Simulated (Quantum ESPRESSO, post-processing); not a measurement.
# GaN/Ga(1-x)Al(x)N (10-10) interfaces, on the lattice of GaN, stepped through the share x of Al, part 6 of 9

What law, if any, do the results for GaN/Ga(1-x)Al(x)N (10-10) interfaces, on the lattice of GaN follow against the share x of Al?

Quantum ESPRESSO 7.5; plane-wave DFT, LDA, GBRV ultrasoft pseudopotentials.

So far. Step 2 (Relaxing cell and ions of the reference):  The last row is no step: it is a fresh SCF in the final cell with a new plane-wave basis, +2 meV from the row before. Step 5 (Relaxing cell and ions, 0.25):  The last row is no step: it is a fresh SCF in the final cell with a new plane-wave basis, +3 meV from the row before.

### 11. Relaxing cell and ions, 0.5

System of this step: Ga(1-x)Al(x)N, x = 2/4, ordered (10-10) cell. The structure is trigonal, space group P3m1 (No. 156). Conventional cell: a = 3.154 Å, b = 3.154 Å, c = 5.142 Å, α = 90.00°, β = 90.00°, γ = 120.00°. Nearest to Al lie 4 N at 1.93 to 1.94 Å. N has 3 Ga at 1.93 Å and 1 Al at 1.94 Å nearest. Ga has 4 N at 1.93 to 1.94 Å nearest. N has 3 Al at 1.93 Å and 1 Ga at 1.94 Å nearest. Farther neighbours and most contacts between anions are not listed.

The input, m1.relax.in:

```
&control
  prefix = 'm1.relax'
  outdir = './out'
  pseudo_dir = './pseudo'
  nstep = 70
  forc_conv_thr = 0.0004
  calculation = 'vc-relax'
/
&system
  ibrav = 0
  nat = 8
  ntyp = 3
  ecutwfc = 48
  ecutrho = 240
  occupations = 'smearing'
  smearing = 'fd'
  degauss = 0.002
/
&electrons
  conv_thr = 1e-09
  mixing_beta = 0.4
  electron_maxstep = 120
/
&ions
/
&cell
  cell_dofree = 'z'
  press_conv_thr = 0.4
/
ATOMIC_SPECIES
  Al  26.9815  al_lda_v1.uspp.F.UPF
  N   14.0070  n_lda_v1.2.uspp.F.UPF
  Ga  69.7230  ga_lda_v1.4.uspp.F.UPF
CELL_PARAMETERS angstrom
  3.15391494600000 0.00000000000000 0.00000000000000
  0.00000000000000 5.14194925300000 0.00000000000000
  0.00000000000000 0.00000000000000 5.46271074000000
ATOMIC_POSITIONS crystal
  Al  0.500000000000 0.500000000000 0.166666666700
  N   0.500000000000 0.877000000000 0.166666666700
  Ga  0.000000000000 0.000000000000 0.333333333300
  N   0.000000000000 0.377000000000 0.333333333300
  Al  0.000000000000 0.500000000000 0.666666666700
  N   0.000000000000 0.877000000000 0.666666666700
  Ga  0.500000000000 0.000000000000 0.833333333300
  N   0.500000000000 0.377000000000 0.833333333300
K_POINTS automatic
  5 3 3 0 0 0
```

Run with:

```console
$ OMP_NUM_THREADS=1 mpirun -n 4 pw.x -nk 2 -in m1.relax.in > m1.relax.out
```

The program printed:

```text
[banner, memory and clock lines left out]
Program PWSCF v.7.5 starts
[...]
Message from routine setup:
[...]
number of electrons       =        64.00
     number of Kohn-Sham states=           38
     kinetic-energy cutoff     =      48.0000  Ry
     charge density cutoff     =     240.0000  Ry
[...]
number of k points=    15  Fermi-Dirac smearing, width (Ry)=  0.0020
[...]
Dense  grid:    37573 G-vectors     FFT dimensions: (  30,  48,  54)
[...]
Starting wfcs are   48 randomized atomic wfcs
[...]
estimated scf accuracy    <       6.50163011 Ry
[...]
estimated scf accuracy    <       0.37046433 Ry
[...]
estimated scf accuracy    <       0.04222865 Ry
[...]
estimated scf accuracy    <       0.00623065 Ry
[...]
estimated scf accuracy    <       0.00125413 Ry
[...]
estimated scf accuracy    <       0.00012203 Ry
[...]
estimated scf accuracy    <       0.00002307 Ry
[...]
estimated scf accuracy    <       0.00000271 Ry
[...]
estimated scf accuracy    <       0.00000038 Ry
[...]
estimated scf accuracy    <       0.00000013 Ry
[...]
estimated scf accuracy    <       0.00000001 Ry
[...]
the Fermi energy is    10.3480 ev
!    total energy              =    -924.46483576 Ry
     estimated scf accuracy    <          2.4E-10 Ry
     smearing contrib. (-TS)   =       0.00000000 Ry
     internal energy E=F+TS    =    -924.46483576 Ry
[...]
one-electron contribution =    -837.74333712 Ry
     hartree contribution      =     451.76299167 Ry
     xc contribution           =    -125.91579858 Ry
     ewald contribution        =    -412.56869172 Ry
     convergence has been achieved in  12 iterations
[...]
Total force =     0.067648     Total SCF correction =     0.000036
[...]
estimated scf accuracy    <       0.00147606 Ry
[...]
estimated scf accuracy    <       0.00008032 Ry
[...]
estimated scf accuracy    <       0.00001675 Ry
[...]
estimated scf accuracy    <       0.00000117 Ry
[...]
estimated scf accuracy    <       0.00000016 Ry
[...]
estimated scf accuracy    <       0.00000002 Ry
[...]
estimated scf accuracy    <          1.0E-09 Ry
[...]
the Fermi energy is    10.6184 ev
!    total energy              =    -924.47011105 Ry
     estimated scf accuracy    <          1.1E-10 Ry
     smearing contrib. (-TS)   =       0.00000000 Ry
     internal energy E=F+TS    =    -924.47011105 Ry
[...]
one-electron contribution =    -833.63665556 Ry
     hartree contribution      =     450.02585790 Ry
     xc contribution           =    -125.97416460 Ry
     ewald contribution        =    -414.88514880 Ry
     convergence has been achieved in   8 iterations
[...]
Total force =     0.037104     Total SCF correction =     0.000064
[...]
estimated scf accuracy    <       0.00139669 Ry
[...]
estimated scf accuracy    <       0.00007263 Ry
[...]
estimated scf accuracy    <       0.00001474 Ry
[...]
estimated scf accuracy    <       0.00000135 Ry
[...]
estimated scf accuracy    <       0.00000015 Ry
[...]
estimated scf accuracy    <       0.00000002 Ry
[...]
estimated scf accuracy    <          1.8E-09 Ry
[...]
the Fermi energy is    10.8085 ev
!    total energy              =    -924.47178635 Ry
     estimated scf accuracy    <          3.5E-10 Ry
     smearing contrib. (-TS)   =      -0.00000000 Ry
     internal energy E=F+TS    =    -924.47178635 Ry
[...]
one-electron contribution =    -829.85805460 Ry
     hartree contribution      =     448.32573390 Ry
     xc contribution           =    -126.00905636 Ry
     ewald contribution        =    -416.93040928 Ry
     convergence has been achieved in   8 iterations
[...]
Total force =     0.009213     Total SCF correction =     0.000067
[...]
estimated scf accuracy    <       0.00001489 Ry
[...]
estimated scf accuracy    <       0.00000211 Ry
[...]
estimated scf accuracy    <       0.00000015 Ry
[...]
estimated scf accuracy    <       0.00000002 Ry
[...]
estimated scf accuracy    <          3.8E-09 Ry
[...]
estimated scf accuracy    <          1.1E-10 Ry
[...]
the Fermi energy is    10.8054 ev
!    total energy              =    -924.47184959 Ry
     estimated scf accuracy    <          2.1E-11 Ry
     smearing contrib. (-TS)   =      -0.00000000 Ry
     internal energy E=F+TS    =    -924.47184959 Ry
[...]
one-electron contribution =    -829.68090702 Ry
     hartree contribution      =     448.22798557 Ry
     xc contribution           =    -126.00725413 Ry
     ewald contribution        =    -417.01167401 Ry
     convergence has been achieved in   7 iterations
[...]
Total force =     0.004026     Total SCF correction =     0.000037
[...]
estimated scf accuracy    <       0.00000540 Ry
[...]
estimated scf accuracy    <       0.00000090 Ry
[...]
estimated scf accuracy    <       0.00000003 Ry
[...]
estimated scf accuracy    <          7.0E-09 Ry
[...]
estimated scf accuracy    <          2.5E-10 Ry
[...]
estimated scf accuracy    <          3.7E-11 Ry
[...]
the Fermi energy is    10.8076 ev
!    total energy              =    -924.47186487 Ry
     estimated scf accuracy    <          4.1E-12 Ry
     smearing contrib. (-TS)   =      -0.00000000 Ry
     internal energy E=F+TS    =    -924.47186487 Ry
[...]
one-electron contribution =    -829.67285698 Ry
     hartree contribution      =     448.22898612 Ry
     xc contribution           =    -126.00791765 Ry
     ewald contribution        =    -417.02007635 Ry
     convergence has been achieved in   7 iterations
[...]
Total force =     0.001483     Total SCF correction =     0.000024
[...]
estimated scf accuracy    <       0.00000147 Ry
[...]
estimated scf accuracy    <       0.00000019 Ry
[...]
estimated scf accuracy    <       0.00000002 Ry
[...]
estimated scf accuracy    <          2.2E-09 Ry
[...]
estimated scf accuracy    <          5.0E-10 Ry
[...]
estimated scf accuracy    <          1.4E-11 Ry
[...]
the Fermi energy is    10.8135 ev
!    total energy              =    -924.47186833 Ry
     estimated scf accuracy    <          2.0E-12 Ry
     smearing contrib. (-TS)   =      -0.00000000 Ry
     internal energy E=F+TS    =    -924.47186833 Ry
[...]
one-electron contribution =    -829.68046891 Ry
     hartree contribution      =     448.24389768 Ry
     xc contribution           =    -126.00972830 Ry
     ewald contribution        =    -417.02556880 Ry
     convergence has been achieved in   7 iterations
[...]
Total force =     0.001046     Total SCF correction =     0.000008
[...]
estimated scf accuracy    <       0.00000073 Ry
[...]
estimated scf accuracy    <       0.00000009 Ry
[...]
estimated scf accuracy    <       0.00000001 Ry
[...]
estimated scf accuracy    <          1.2E-09 Ry
[...]
estimated scf accuracy    <          2.6E-10 Ry
[...]
estimated scf accuracy    <          1.2E-11 Ry
[...]
the Fermi energy is    10.8178 ev
!    total energy              =    -924.47187083 Ry
     estimated scf accuracy    <          1.5E-12 Ry
     smearing contrib. (-TS)   =      -0.00000000 Ry
     internal energy E=F+TS    =    -924.47187083 Ry
[...]
one-electron contribution =    -829.68988929 Ry
     hartree contribution      =     448.25758218 Ry
     xc contribution           =    -126.01120994 Ry
     ewald contribution        =    -417.02835377 Ry
     convergence has been achieved in   7 iterations
[...]
Total force =     0.000905     Total SCF correction =     0.000006
[...]
estimated scf accuracy    <       0.00000038 Ry
[...]
estimated scf accuracy    <       0.00000006 Ry
[...]
estimated scf accuracy    <          6.0E-09 Ry
[...]
estimated scf accuracy    <          8.1E-10 Ry
[...]
estimated scf accuracy    <          1.3E-10 Ry
[...]
the Fermi energy is    10.8193 ev
!    total energy              =    -924.47187304 Ry
     estimated scf accuracy    <          4.2E-12 Ry
     smearing contrib. (-TS)   =      -0.00000000 Ry
     internal energy E=F+TS    =    -924.47187304 Ry
[...]
one-electron contribution =    -829.69381429 Ry
     hartree contribution      =     448.26418293 Ry
     xc contribution           =    -126.01197535 Ry
     ewald contribution        =    -417.03026633 Ry
     convergence has been achieved in   6 iterations
[...]
Total force =     0.000790     Total SCF correction =     0.000006
[...]
estimated scf accuracy    <       0.00000058 Ry
[...]
estimated scf accuracy    <       0.00000011 Ry
[...]
estimated scf accuracy    <          4.7E-09 Ry
[...]
estimated scf accuracy    <          9.1E-10 Ry
[...]
estimated scf accuracy    <          2.4E-11 Ry
[...]
the Fermi energy is    10.8187 ev
!    total energy              =    -924.47187569 Ry
     estimated scf accuracy    <          5.2E-12 Ry
     smearing contrib. (-TS)   =      -0.00000000 Ry
     internal energy E=F+TS    =    -924.47187569 Ry
[...]
one-electron contribution =    -829.69468902 Ry
     hartree contribution      =     448.26639539 Ry
     xc contribution           =    -126.01226685 Ry
     ewald contribution        =    -417.03131521 Ry
     convergence has been achieved in   6 iterations
[...]
Total force =     0.000627     Total SCF correction =     0.000006
[...]
estimated scf accuracy    <       0.00000111 Ry
[...]
estimated scf accuracy    <       0.00000021 Ry
[...]
estimated scf accuracy    <          8.7E-09 Ry
[...]
estimated scf accuracy    <          1.9E-09 Ry
[...]
estimated scf accuracy    <          6.8E-11 Ry
[...]
```

Run time: 2.1 min. Hardware: 4 MPI ranks of Arm Neoverse V1, shared host; peak memory 0.38 GiB; 8.3 min of CPU time.

Relaxation path:

```tsv
step	energy less that of the first step (eV)	largest force (eV/Å)	volume (Å³)
1	0.0000	0.8888	88.59
2	-0.0718	0.5072	87.64
3	-0.0946	0.0972	87.03
4	-0.0954	0.0501	87.05
5	-0.0956	0.0190	87.03
6	-0.0957	0.0122	87.01
7	-0.0957	0.0110	86.98
8	-0.0957	0.0086	86.97
9	-0.0958	0.0081	86.97
10	-0.0958	0.0051	86.97
11	-0.0958	0.0018	86.98
12	-0.0924	0.0019	86.98
```

```tsv
cell as run	before	after	change
a (Å)	3.154	3.154	+0.0 %
b (Å)	5.142	5.142	+0.0 %
c (Å)	5.463	5.364	-1.8 %
volume (Å³/atom)	11.07	10.87	-1.8 %
```

The atoms that moved most (Å, as changes of fractional coordinates times the final cell):

```tsv
atom	dx	dy	dz	length
N2	0.000	-0.039	0.010	0.040
N6	0.000	-0.039	0.010	0.040
N8	0.000	0.033	-0.010	0.035
N4	0.000	0.033	-0.010	0.035
Ga7	0.000	0.008	-0.003	0.009
Ga3	0.000	0.008	-0.003	0.009
```

 The last row is no step: it is a fresh SCF in the final cell with a new plane-wave basis, +3 meV from the row before.

Read from the output:

- free energy: -12578.0772 eV
- Fermi energy: 10.68 eV

### 12. SCF with pw.x, 0.5

The input, m1.bulk.in:

```
&control
  prefix = 'm1.bulk'
  outdir = './out'
  pseudo_dir = './pseudo'
  calculation = 'scf'
  tprnfor = .true.
/
&system
  ibrav = 0
  nat = 8
  ntyp = 3
  ecutwfc = 40
  ecutrho = 200
  occupations = 'smearing'
  smearing = 'fd'
  degauss = 0.002
  nbnd = 36
/
&electrons
  conv_thr = 1e-09
  mixing_beta = 0.4
  electron_maxstep = 120
/
ATOMIC_SPECIES
  Al  26.9815  al_lda_v1.uspp.F.UPF
  N   14.0070  n_lda_v1.2.uspp.F.UPF
  Ga  69.7230  ga_lda_v1.4.uspp.F.UPF
CELL_PARAMETERS angstrom
  3.15391494600000 0.00000000000000 0.00000000000000
  0.00000000000000 5.14194925300000 0.00000000000000
  0.00000000000000 0.00000000000000 5.36356507200000
ATOMIC_POSITIONS crystal
  Al  0.500000000000 0.499430363300 0.167118061700
  N   0.500000000000 0.869459750800 0.168565305900
  Ga  0.000000000000 0.001633758700 0.332759529200
  N   0.000000000000 0.383476102500 0.331557103800
  Al  0.000000000000 0.499430378900 0.667118059600
  N   0.000000000000 0.869459767900 0.668565304700
  Ga  0.500000000000 0.001633763700 0.832759532600
  N   0.500000000000 0.383476114100 0.831557102700
K_POINTS automatic
  10 6 6 0 0 0
```

Run with:

```console
$ OMP_NUM_THREADS=1 mpirun -n 4 pw.x -nk 4 -in m1.bulk.in > m1.bulk.out
```

The program printed:

```text
[banner, memory and clock lines left out]
Program PWSCF v.7.5 starts
[...]
Message from routine setup:
[...]
number of electrons       =        64.00
     number of Kohn-Sham states=           36
     kinetic-energy cutoff     =      40.0000  Ry
     charge density cutoff     =     200.0000  Ry
[...]
number of k points=   120  Fermi-Dirac smearing, width (Ry)=  0.0020
[...]
Dense  grid:    28129 G-vectors     FFT dimensions: (  27,  45,  45)
[...]
Starting wfcs are   48 randomized atomic wfcs
[...]
estimated scf accuracy    <       6.49926630 Ry
[...]
estimated scf accuracy    <       0.37285236 Ry
[...]
estimated scf accuracy    <       0.04189578 Ry
[...]
estimated scf accuracy    <       0.00637251 Ry
[...]
estimated scf accuracy    <       0.00089192 Ry
[...]
estimated scf accuracy    <       0.00009916 Ry
[...]
estimated scf accuracy    <       0.00001606 Ry
[...]
estimated scf accuracy    <       0.00000508 Ry
[...]
estimated scf accuracy    <       0.00000040 Ry
[...]
estimated scf accuracy    <       0.00000014 Ry
[...]
estimated scf accuracy    <          1.6E-09 Ry
[...]
the Fermi energy is    10.8677 ev
!    total energy              =    -924.46728537 Ry
     estimated scf accuracy    <          3.0E-10 Ry
     smearing contrib. (-TS)   =      -0.00000000 Ry
     internal energy E=F+TS    =    -924.46728537 Ry
[...]
one-electron contribution =    -829.68506064 Ry
     hartree contribution      =     448.26107722 Ry
     xc contribution           =    -126.01193916 Ry
     ewald contribution        =    -417.03136279 Ry
     convergence has been achieved in  12 iterations
[...]
Total force =     0.000230     Total SCF correction =     0.000040
[...]
```

The job ended after 62 s (4 MPI ranks; peak memory 0.49 GiB).

This step gave:

- free energy: -12578.0182 eV
- Fermi energy: 10.87 eV
- valence top, on the run's zero: 8.979 eV
- conduction bottom, on the run's zero: 11.78 eV
- gap by band count: 2.801 eV

### 13. Ground state, 0.5

System of this step: GaN/Ga(1-x)Al(x)N (10-10) superlattice, x = 2/4. The cell holds 32 atoms: 12 Ga, 16 N and 4 Al. Its edges and angles: a = 3.154 Å, b = 5.142 Å, c = 21.653 Å, α = 90.0°, β = 90.0°, γ = 90.0°. The structure's axis is c.

The input, m1.scf.in:

```
&control
  prefix = 'm1.scf'
  outdir = './out'
  pseudo_dir = './pseudo'
  calculation = 'scf'
  tprnfor = .true.
/
&system
  ibrav = 0
  nat = 32
  ntyp = 3
  ecutwfc = 40
  ecutrho = 200
  occupations = 'smearing'
  smearing = 'fd'
  degauss = 0.002
/
&electrons
  conv_thr = 1e-08
  mixing_beta = 0.4
  electron_maxstep = 160
  mixing_mode = 'TF'
  mixing_ndim = 12
/
ATOMIC_SPECIES
  Ga  69.7230  ga_lda_v1.4.uspp.F.UPF
  N   14.0070  n_lda_v1.2.uspp.F.UPF
  Al  26.9815  al_lda_v1.uspp.F.UPF
CELL_PARAMETERS angstrom
  3.15391494600000 0.00000000000000 0.00000000000000
  0.00000000000000 5.14194925300000 0.00000002900000
  0.00000000000000 0.00000000000000 21.65255162400000
ATOMIC_POSITIONS crystal
  Ga  0.500000000000 0.500307347800 0.000000000000
  N   0.500000000000 0.876692535000 0.000000041476
  Ga  0.000000000000 0.000307532300 0.042048105791
  N   0.000000000000 0.376692647100 0.042047885567
  Ga  0.000000000000 0.500307498000 0.126144573672
  N   0.000000000000 0.876692616000 0.126144811758
  Ga  0.500000000000 0.000307346400 0.168192705197
  N   0.500000000000 0.376692477400 0.168192644950
  Ga  0.500000000000 0.500307347800 0.252289468459
  N   0.500000000000 0.876692535000 0.252289509935
  Ga  0.000000000000 0.000307532300 0.294337574250
  N   0.000000000000 0.376692647100 0.294337354026
  Ga  0.000000000000 0.500307498000 0.378434042131
  N   0.000000000000 0.876692616000 0.378434280217
  Ga  0.500000000000 0.000307346400 0.420482173656
  N   0.500000000000 0.376692477400 0.420482113409
  Al  0.500000000000 0.499430363300 0.504578936918
  N   0.500000000000 0.869459750800 0.504937434548
  Ga  0.000000000000 0.001633758700 0.545610072878
  N   0.000000000000 0.383476102500 0.545312219443
  Al  0.000000000000 0.499430378900 0.628434202168
  N   0.000000000000 0.869459767900 0.628792700021
  Ga  0.500000000000 0.001633763700 0.669465339490
  N   0.500000000000 0.383476114100 0.669167484941
  Al  0.500000000000 0.499430363300 0.752289468459
  N   0.500000000000 0.869459750800 0.752647966089
  Ga  0.000000000000 0.001633758700 0.793320604419
  N   0.000000000000 0.383476102500 0.793022750984
  Al  0.000000000000 0.499430378900 0.876144733709
  N   0.000000000000 0.869459767900 0.876503231562
  Ga  0.500000000000 0.001633763700 0.917175871031
  N   0.500000000000 0.383476114100 0.916878016482
K_POINTS automatic
  6 5 1 0 0 0
```

Run with:

```console
$ OMP_NUM_THREADS=1 mpirun -n 4 pw.x -nk 2 -in m1.scf.in > m1.scf.out
```

The program printed:

```text
[banner, memory and clock lines left out]
Program PWSCF v.7.5 starts
[...]
Message from routine setup:
[...]
number of electrons       =       320.00
     number of Kohn-Sham states=          192
     kinetic-energy cutoff     =      40.0000  Ry
     charge density cutoff     =     200.0000  Ry
[...]
number of k points=    12  Fermi-Dirac smearing, width (Ry)=  0.0020
[...]
Dense  grid:   113253 G-vectors     FFT dimensions: (  27,  45, 192)
[...]
Starting wfcs are  224 randomized atomic wfcs
[...]
estimated scf accuracy    <    2720.37980829 Ry
[...]
estimated scf accuracy    <     174.84482717 Ry
[...]
estimated scf accuracy    <      53.26188997 Ry
[...]
estimated scf accuracy    <       9.36867327 Ry
[...]
estimated scf accuracy    <       9.76757838 Ry
[...]
estimated scf accuracy    <       5.37182455 Ry
[...]
estimated scf accuracy    <       1.72528318 Ry
[...]
negative rho (up, down):  2.925E-04 0.000E+00
[...]
estimated scf accuracy    <       0.89865697 Ry
[...]
negative rho (up, down):  4.072E-04 0.000E+00
[...]
estimated scf accuracy    <       0.35697491 Ry
[...]
estimated scf accuracy    <       0.20374164 Ry
[...]
estimated scf accuracy    <       0.10412373 Ry
[...]
estimated scf accuracy    <       0.07057244 Ry
[...]
estimated scf accuracy    <       0.02877173 Ry
[...]
estimated scf accuracy    <       0.01969201 Ry
[...]
estimated scf accuracy    <       0.00376504 Ry
[...]
estimated scf accuracy    <       0.00083282 Ry
[...]
estimated scf accuracy    <       0.00033352 Ry
[...]
estimated scf accuracy    <       0.00032521 Ry
[...]
estimated scf accuracy    <       0.00007132 Ry
[...]
estimated scf accuracy    <       0.00006643 Ry
[...]
estimated scf accuracy    <       0.00003307 Ry
[...]
estimated scf accuracy    <       0.00002021 Ry
[...]
estimated scf accuracy    <       0.00001320 Ry
[...]
estimated scf accuracy    <       0.00000844 Ry
[...]
estimated scf accuracy    <       0.00000569 Ry
[...]
estimated scf accuracy    <       0.00000355 Ry
[...]
estimated scf accuracy    <       0.00000140 Ry
[...]
estimated scf accuracy    <       0.00000052 Ry
[...]
estimated scf accuracy    <       0.00000020 Ry
[...]
estimated scf accuracy    <       0.00000006 Ry
[...]
estimated scf accuracy    <       0.00000003 Ry
[...]
the Fermi energy is    10.6981 ev
!    total energy              =   -5330.64556223 Ry
     estimated scf accuracy    <          7.2E-09 Ry
     smearing contrib. (-TS)   =      -0.00000000 Ry
     internal energy E=F+TS    =   -5330.64556223 Ry
[...]
one-electron contribution =   -5790.09620792 Ry
     hartree contribution      =    3062.32281237 Ry
     xc contribution           =    -678.07146300 Ry
     ewald contribution        =   -1924.80070369 Ry
     convergence has been achieved in  32 iterations
[...]
Total force =     0.052985     Total SCF correction =     0.000685
[...]
```

Wall time 12 min (4 MPI ranks); peak memory 1.3 GiB; 47 min of CPU time.

Numbers from this step:

```
free energy  : -72527.1277 eV
Fermi energy : 10.70 eV
```

### 14. The line-up

Numbers from this step:

- mean potential in the stack, first crystal: 4.074 eV
- slope of the running mean in the stack, first crystal: 3.19e-4 eV/Å
- mean potential in the stack, second crystal: 4.076 eV
- valence top over the bulk's mean potential, second crystal: 5.798 eV
- conduction bottom over the bulk's mean potential, second crystal: 8.598 eV
- slope of the running mean in the stack, second crystal: 1.51e-4 eV/Å
- period along the stack, second crystal: 5.364 Å

[end of part 6 of 9]

[Logs are printed without paths, hosts, clocks, repeated set-up lines and the standing remarks that a program may print on its own settings, such as how far it seeks lower states.]

[Hosts, paths, dates, database ids (printed as entryN), source tags and the programs' standing remarks are cut or masked in the printed files.]

[Maps of the electrostatic potential energy from Ansatz leave out the sawtooth potential of an applied field or a dipole correction, so their vacuum need not be flat; planar profiles and work functions include it.]
